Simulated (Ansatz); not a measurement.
SrTe (Fm-3m) from a database structure at its r2SCAN geometry, run in the plane-wave code Ansatz at 4 levels of theory. No magnetic order and no zero-point or thermal motion.

The LDA input:
```yaml
crystal:
  lattice:
    - [0.0, 3.3526569095, 3.3526569095]
    - [3.3526569095, 0.0, 3.3526569095]
    - [3.3526569095, 3.3526569095, 0.0]
  atoms:
    - { symbol: Sr, position: [0.0, 0.0, 0.0] }
    - { symbol: Te, position: [0.5, 0.5, 0.5] }
kpoints:
  mp_grid: { grid: [6, 6, 6] }
  band_path:
    path:
      - [0.0, 0.0, 0.0]
      - [0.5, 0.0, 0.5]
      - [0.625, 0.25, 0.625]
      - [0.375, 0.375, 0.75]
      - [0.5, 0.5, 0.5]
      - [0.5, 0.25, 0.75]
      - [0.0, 0.5, 0.5]
    npoints: 1
hamiltonian:
  xc: lda
scf:
  occupations: { method: fixed }
  n_extra_bands: 4
output:
  forces: true
  stress: true
  eigenvalues: true
  write_density: true
  write_potential: true
  elf: true
  volumetric_format: npy
```

Main results, then, where recorded, the levels near the gap in eV from the Fermi energy (columns number the bands from 0), one row a point of the path (Γ, X, U, K, L, W, X):
```
Crystal: 2 atoms, lattice volume = 75.370 Å³
Symmetry: 48 space group operations
Space group: Fm-3m (ITA 225)
```
```
Basis set: ecut = 420 eV, 1459 PW (Γ)
Bands: 17, of which v1, the nominal top of the filled ones, is band 13 counted from 1 (12 counted from 0)
k-points: 16 of 216
Free energy (F): -10275.031276 eV
Fermi energy:    6.223510 eV
--- Stress (GPa, compression-positive) ---
       -2.680553       0.000000       0.000000
        0.000000      -2.680553       0.000000
        0.000000       0.000000      -2.680553
  P = ⅓ Tr σ = -2.6806 GPa (-26.806 kbar)
```
```tsv
band_9	band_10	band_11	band_12	band_13	band_14	band_15
-10.015	0.000	0.000	0.000	2.526	3.197	3.197
-9.589	-1.942	-0.726	-0.726	1.654	3.642	4.759
-9.504	-1.752	-1.731	-0.934	2.717	4.731	5.375
-9.504	-1.752	-1.731	-0.934	2.717	4.731	5.375
-9.413	-2.811	-1.076	-1.076	3.747	5.001	5.197
-9.494	-1.545	-1.545	-1.501	3.828	3.828	4.297
-9.589	-1.942	-0.726	-0.726	1.654	3.642	4.759
```

With LDA the valence top lies at Γ and the conduction bottom at X, 1.65 eV higher; the smallest vertical gap, at X, is 2.38 eV.

**Question.** In the first input these blocks are replaced (the band path and keys that only write files left aside):
```yaml
hamiltonian:
  xc: pbe
scf:
  occupations: { method: fixed }
  n_extra_bands: 8
magnetization:
  noncollinear: true
  spin_orbit: true
```
What comes out?

**Answer.**
```
Basis set: ecut = 420 eV, 1459 PW (Γ)
Bands: 34, of which v1, the nominal top of the filled ones, is band 26 counted from 1 (25 counted from 0)
k-points: 16 of 216
Free energy (F): -10530.996305 eV
Fermi energy:    6.765842 eV
--- Stress (GPa, compression-positive) ---
        0.203494       0.000000       0.000000
        0.000000       0.203494       0.000000
        0.000000       0.000000       0.203494
  P = ⅓ Tr σ = 0.2035 GPa (2.035 kbar)
```
```tsv
band_18	band_19	band_20	band_21	band_22	band_23	band_24	band_25	band_26	band_27	band_28	band_29	band_30	band_31
-10.172	-10.172	-0.865	-0.865	0.000	0.000	0.000	0.000	2.502	2.502	3.028	3.028	3.028	3.028
-9.739	-9.739	-2.278	-2.278	-1.210	-1.210	-0.754	-0.754	1.493	1.493	3.574	3.574	4.554	4.554
-9.655	-9.655	-2.243	-2.243	-1.845	-1.845	-1.140	-1.140	2.558	2.558	4.602	4.602	5.224	5.224
-9.655	-9.655	-2.243	-2.243	-1.845	-1.845	-1.140	-1.140	2.558	2.558	4.602	4.602	5.224	5.224
-9.568	-9.568	-3.083	-3.083	-1.526	-1.526	-1.132	-1.132	3.581	3.581	4.858	4.858	5.063	5.063
-9.645	-9.645	-2.159	-2.159	-1.660	-1.660	-1.577	-1.577	3.607	3.607	3.714	3.714	4.172	4.172
-9.739	-9.739	-2.278	-2.278	-1.210	-1.210	-0.754	-0.754	1.493	1.493	3.574	3.574	4.554	4.554
```
PBE+SOC gives an indirect gap of 1.49 eV, from Γ to X; the least direct gap is 2.25 eV at X. At this geometry PBE+SOC finds +0.20 GPa, compression counted positive: its own equilibrium volume is larger.

**Question.** Another run on the same cell gave
```
Basis set: ecut = 500 eV, 1917 PW (Γ)
Bands: 17, of which v1, the nominal top of the filled ones, is band 13 counted from 1 (12 counted from 0)
k-points: 16 of 216
Free energy (F): -10554.025884 eV
Fermi energy:    6.262677 eV
--- Stress (GPa, compression-positive) ---
        0.014833       0.000000       0.000000
        0.000000       0.014833       0.000000
        0.000000       0.000000       0.014833
  P = ⅓ Tr σ = 0.0148 GPa (0.148 kbar)
```
```tsv
band_9	band_10	band_11	band_12	band_13	band_14	band_15
-10.203	0.000	0.000	0.000	3.523	3.773	3.773
-9.747	-1.962	-0.738	-0.738	2.170	4.529	5.373
-9.660	-1.758	-1.688	-0.931	3.282	5.518	6.063
-9.660	-1.758	-1.688	-0.931	3.282	5.518	6.063
-9.572	-2.751	-1.052	-1.052	4.368	5.740	5.917
-9.649	-1.543	-1.543	-1.456	4.415	4.415	5.063
-9.747	-1.962	-0.738	-0.738	2.170	4.529	5.373
```
Which level of theory and mesh gave it?

**Answer.** It is r2SCAN, on 6×6×6; the blocks that differ from the first input, but for the band path:
```yaml
hamiltonian:
  xc: r2scan
```
r2SCAN gives an indirect gap of 2.17 eV, from Γ to X; the least direct gap is 2.91 eV at X. The mean stress is close to zero (0.01 GPa).

HSE06+SOC. Against the first input these blocks differ (the band path and keys that only write files left aside):
```yaml
kpoints:
  mp_grid: { grid: [4, 4, 4] }
hamiltonian:
  xc: hse06
scf:
  occupations: { method: fixed }
  n_extra_bands: 8
magnetization:
  noncollinear: true
  spin_orbit: true
output:
  eigenvalues: true
```

```
Basis set: ecut = 420 eV, 1459 PW (Γ)
Bands: 34, of which v1, the nominal top of the filled ones, is band 26 counted from 1 (25 counted from 0)
k-points: 8 of 64
Exchange kernel: α = 0.2500, screened, ω = 0.2079 Å⁻¹, Wigner–Seitz truncation, v(0) = 1042.0013 eV·Å³, q-mesh 4×4×4
hybrid outer 1: dexx = +4.646e-3 eV, tail = 5.38e-5 eV
hybrid outer 2: dexx = +1.186e-7 eV, tail = 1.24e-7 eV, Δε = 3.13e-3 eV
Free energy (F): -10532.019611 eV
Fermi energy:    6.297025 eV
```
```tsv
band_18	band_19	band_20	band_21	band_22	band_23	band_24	band_25	band_26	band_27	band_28	band_29	band_30	band_31
-11.117	-11.117	-0.933	-0.933	0.000	0.000	0.000	0.000	3.311	3.311	3.891	3.891	3.891	3.891
-10.607	-10.607	-2.516	-2.516	-1.332	-1.332	-0.840	-0.840	2.193	2.193	4.384	4.384	5.563	5.563
-10.510	-10.510	-2.442	-2.442	-2.007	-2.007	-1.234	-1.234	3.328	3.328	5.488	5.488	6.267	6.267
-10.510	-10.510	-2.442	-2.442	-2.007	-2.007	-1.234	-1.234	3.328	3.328	5.488	5.488	6.267	6.267
-10.413	-10.413	-3.342	-3.342	-1.625	-1.625	-1.194	-1.194	4.289	4.289	5.913	5.913	6.170	6.170
-10.498	-10.498	-2.347	-2.347	-1.816	-1.816	-1.700	-1.700	4.474	4.474	4.583	4.583	5.060	5.060
-10.607	-10.607	-2.516	-2.516	-1.332	-1.332	-0.840	-0.840	2.193	2.193	4.384	4.384	5.563	5.563
```

With HSE06+SOC the valence top lies at Γ and the conduction bottom at X, 2.19 eV higher; the smallest vertical gap, at X, is 3.03 eV.

The hybrids run on coarser meshes, which limits their stresses and small splittings of levels.

Totals of different functionals, or with and without spin-orbit coupling, can't be compared.

Only the levels marked +SOC include spin-orbit coupling.

The meshes of the hybrids are coarse, so their gaps aren't converged to the digits shown.
